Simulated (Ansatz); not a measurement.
# Mg8O7: the cost of one run

Computed with Ansatz 0.2.0 (DFT PBE, scalar-relativistic, plane waves, PAW, unless a step's input says otherwise).

2 further runs of the same task are left out: 1 that didn't finish, 1 set aside as unsound or not needed.

## 1. The system as given

The structure is cubic, space group Fm-3m (No. 225). The conventional cell has a = 4.254 Å, b = 4.254 Å, c = 4.254 Å, α = 90.00°, β = 90.00°, γ = 90.00°. Around Mg (site symmetry m-3m) lie 6 O at 2.13 Å. O (site symmetry m-3m) has 6 Mg at 2.13 Å in its first shell of neighbours.

Structure file:

```
Mg O
1.0
     0.00000    2.12685    2.12685
     2.12685    0.00000    2.12685
     2.12685    2.12685    0.00000
Mg O
1 1
Direct
  0.00000 0.00000 0.00000
  0.50000 0.50000 0.50000
```

It is the result of an earlier relaxation at this level (volume 9.62 Å³/atom; gap on the mesh: 4.46 eV).

Reference energy of this cell: -2494.1390 eV (2 atoms, 10×10×10 mesh, zero smearing).

## 2. Cell: 1 of 8 O atoms taken out at random

From a supercell with 8 O sites, 1 are emptied at random; the cell stays neutral and all atoms are shaken by 0.02 Å.

The cell holds 8 Mg, 7 O: a = 6.016 Å, b = 6.016 Å, c = 6.016 Å, α = 60.00°, β = 60.00°, γ = 60.00°.

## 3. Relaxation without symmetry, coarse mesh

Cell and atoms move without symmetry, on a coarse mesh with loose thresholds.

input.yaml reads:

```yaml
crystal:
  lattice:
    - [-4.2537045194, 4.2537045194, 0.0]
    - [0.0, 4.2537045194, -4.2537045194]
    - [-4.2537045194, 0.0, -4.2537045194]
  atoms:
    - { symbol: Mg, position: [0.9956923641, 0.0050598592, 0.5015946173] }
    - { symbol: Mg, position: [0.0028575665, 0.4941410599, 0.5054439122] }
    - { symbol: Mg, position: [0.0040693171, 0.9993600168, 0.000414193] }
    - { symbol: Mg, position: [0.9973290802, 0.4993523819, 0.0077494376] }
    - { symbol: Mg, position: [0.501104845, 0.0015493917, 0.4943933484] }
    - { symbol: Mg, position: [0.5018569996, 0.5009685691, 0.4957372155] }
    - { symbol: Mg, position: [0.5089787429, 0.9941623886, 0.9922957921] }
    - { symbol: Mg, position: [0.5009595615, 0.5060374931, 0.9946209178] }
    - { symbol: O, position: [0.2561292936, 0.750209376, 0.748599869] }
    - { symbol: O, position: [0.2480974822, 0.2553745754, 0.7462064514] }
    - { symbol: O, position: [0.2519873922, 0.7486008007, 0.2495681503] }
    - { symbol: O, position: [0.2455813695, 0.2464180022, 0.2502004233] }
    - { symbol: O, position: [0.751233214, 0.7500951007, 0.7479953351] }
    - { symbol: O, position: [0.745308824, 0.7532673483, 0.2512869183] }
    - { symbol: O, position: [0.7410710836, 0.2544266065, 0.2460141554] }
  symmetry: { detect: false }
basis:
  ecutwfc: 420
kpoints:
  mp_grid: { grid: [3, 3, 3], shift: [0.0, 0.0, 0.0] }
hamiltonian:
  xc: pbe
scf:
  occupations: { method: gaussian, width: 0.1 }
  lower_state_search: "off"
output:
  forces: true
  stress: true
  eigenvalues: true
relax:
  adjacent_minimum: "off"
  f_tol: 0.04
  max_steps: 50
  cell: { stress_tol: 0.3 }
```

Command:

```bash
ansatz run input.yaml --threads 4 --pin off --max-ram 9216MiB --backend cpu --events-out ev --progress --plain --runs-dir out
```

**Question.** How long does this run take on 4 threads of Intel Xeon Platinum 8488C (Sapphire Rapids), shared host, and how much memory does it need?

About 16 s, with a peak of 0.65 GiB.
